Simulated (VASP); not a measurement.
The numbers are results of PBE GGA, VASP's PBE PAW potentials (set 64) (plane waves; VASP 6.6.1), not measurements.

The input files of a VASP run:

### KPOINTS
```
Automatic mesh
0
Gamma
8 8 8
0 0 0
```

File POSCAR:
```
ZnTe
1
    0.0000000000     3.0568459759     3.0568459759
    3.0568459759     0.0000000000     3.0568459759
    3.0568459759     3.0568459759     0.0000000000
Zn Te
1 1
Direct
  0.0000000000   0.0000000000   0.0000000000
  0.2500000000   0.2500000000   0.2500000000
```

**INCAR**
```
SYSTEM = ZnTe
PREC = Accurate
ENCUT = 480
EDIFF = 1E-7
NELM = 100
ALGO = Normal
LREAL = .FALSE.
LASPH = .TRUE.
ISMEAR = 0
SIGMA = 0.05
GGA = PE
LMAXMIX = 4
LWAVE = .FALSE.
LCHARG = .FALSE.
ISIF = 2
```

POTCAR, in this order: Zn Te (PBE.64 set). Program: vasp_std.

Output

File OUTCAR:
```
 ion  position               nearest neighbor table
   1  0.000  0.000  0.000-   2 2.65   2 2.65   2 2.65   2 2.65
   2  0.250  0.250  0.250-   1 2.65   1 2.65   1 2.65   1 2.65
  LATTYP: Found a face centered cubic cell.
 ALAT       =     6.1136919518
 Subroutine PRICEL returns:
 Original cell was already a primitive cell.
 Subroutine GETGRP returns: Found 24 space group operations
The static configuration has the point symmetry T_d .
The dynamic configuration has the point symmetry T_d .
 Subroutine INISYM returns: Found 24 space group operations
 Subroutine IBZKPT returns following result:
 Found     29 irreducible k-points:

 Following reciprocal coordinates:
            Coordinates               Weight
  0.000000  0.000000  0.000000      1.000000
  0.125000  0.000000  0.000000      8.000000
  0.250000  0.000000  0.000000      8.000000
  0.375000  0.000000  0.000000      8.000000
  0.500000  0.000000  0.000000      4.000000
  0.125000  0.125000  0.000000      6.000000
  0.250000  0.125000  0.000000     24.000000
  0.375000  0.125000  0.000000     24.000000
  0.500000  0.125000  0.000000     24.000000
 -0.375000  0.125000  0.000000     24.000000
 -0.250000  0.125000  0.000000     24.000000
 -0.125000  0.125000  0.000000     12.000000
  0.250000  0.250000  0.000000      6.000000
  0.375000  0.250000  0.000000     24.000000
  0.500000  0.250000  0.000000     24.000000
 -0.375000  0.250000  0.000000     24.000000
 -0.250000  0.250000  0.000000     12.000000
  0.375000  0.375000  0.000000      6.000000
  0.500000  0.375000  0.000000     24.000000
 -0.375000  0.375000  0.000000     12.000000
  0.500000  0.500000  0.000000      3.000000
  0.375000  0.250000  0.125000     24.000000
  0.500000  0.250000  0.125000     48.000000
 -0.375000  0.250000  0.125000     24.000000
...
```

### OSZICAR
```
       N       E                     dE             d eps       ncg     rms          rms(c)
DAV:   1     0.776133053736E+02    0.77613E+02   -0.82339E+03   754   0.137E+03
DAV:   2    -0.724425093079E+00   -0.78338E+02   -0.75945E+02   804   0.254E+02
DAV:   3    -0.528804552012E+01   -0.45636E+01   -0.45396E+01   959   0.615E+01
DAV:   4    -0.535185942768E+01   -0.63814E-01   -0.63794E-01   936   0.728E+00
DAV:   5    -0.535295988605E+01   -0.11005E-02   -0.11005E-02   955   0.771E-01    0.478E+00
DAV:   6    -0.518776450576E+01    0.16520E+00   -0.59267E-01   927   0.225E+01    0.374E+00
DAV:   7    -0.517781051031E+01    0.99540E-02   -0.11649E-01   844   0.397E+00    0.151E+00
DAV:   8    -0.517780111097E+01    0.93993E-05   -0.46267E-03   985   0.699E-01    0.389E-01
DAV:   9    -0.517802315435E+01   -0.22204E-03   -0.10422E-03   819   0.344E-01    0.131E-01
DAV:  10    -0.517804181873E+01   -0.18664E-04   -0.79290E-05   935   0.914E-02    0.984E-02
DAV:  11    -0.517809864648E+01   -0.56828E-04   -0.10128E-04   794   0.664E-02    0.496E-02
DAV:  12    -0.517809946568E+01   -0.81920E-06   -0.41274E-06   894   0.254E-02    0.187E-02
DAV:  13    -0.517809967621E+01   -0.21053E-06   -0.25260E-07   801   0.467E-03    0.149E-02
DAV:  14    -0.517810037472E+01   -0.69852E-06   -0.97094E-07   814   0.623E-03    0.136E-03
DAV:  15    -0.517810040114E+01   -0.26412E-07   -0.33330E-08   547   0.150E-03
   1 F= -.51781004E+01 E0= -.51781004E+01  d E =-.244182E-15
```

**OUTCAR**
```
------------------------ aborting loop because EDIFF is reached ----------------------------------------
  FORCE on cell =-STRESS in cart. coord.  units (eV):
  Direction    XX          YY          ZZ          XY          YZ          ZX
  --------------------------------------------------------------------------------------
  Total        0.5570777      0.5570777      0.5570777      0.0000000      0.0000000      0.0000000
  in kB       15.6234056     15.6234056     15.6234056      0.0000000      0.0000000      0.0000000
  external PRESSURE =      15.6234056 kB  Pullay stress =       0.0000000 kB
  volume of cell :       57.13
      direct lattice vectors                 reciprocal lattice vectors
     0.000000000  3.056845976  3.056845976    -0.163567286  0.163567286  0.163567286
     3.056845976  0.000000000  3.056845976     0.163567286 -0.163567286  0.163567286
     3.056845976  3.056845976  0.000000000     0.163567286  0.163567286 -0.163567286
 POSITION                                       TOTAL-FORCE (eV/Angst)
 -----------------------------------------------------------------------------------
      0.00000      0.00000      0.00000        -0.000000      0.000000     -0.000000
      1.52842      1.52842      1.52842         0.000000      0.000000      0.000000
 -----------------------------------------------------------------------------------
    total drift:                               -0.000000     -0.000000     -0.000000
  FREE ENERGIE OF THE ION-ELECTRON SYSTEM (eV)
  ---------------------------------------------------
  free  energy   TOTEN  =        -5.1781004011 eV

  energy  without entropy=       -5.1781004011  energy(sigma->0) =       -5.17810040
```
(Selected blocks of OUTCAR.)

The compound is ZnTe in the zinc blende structure. This cell was strained or had an atom moved on purpose.
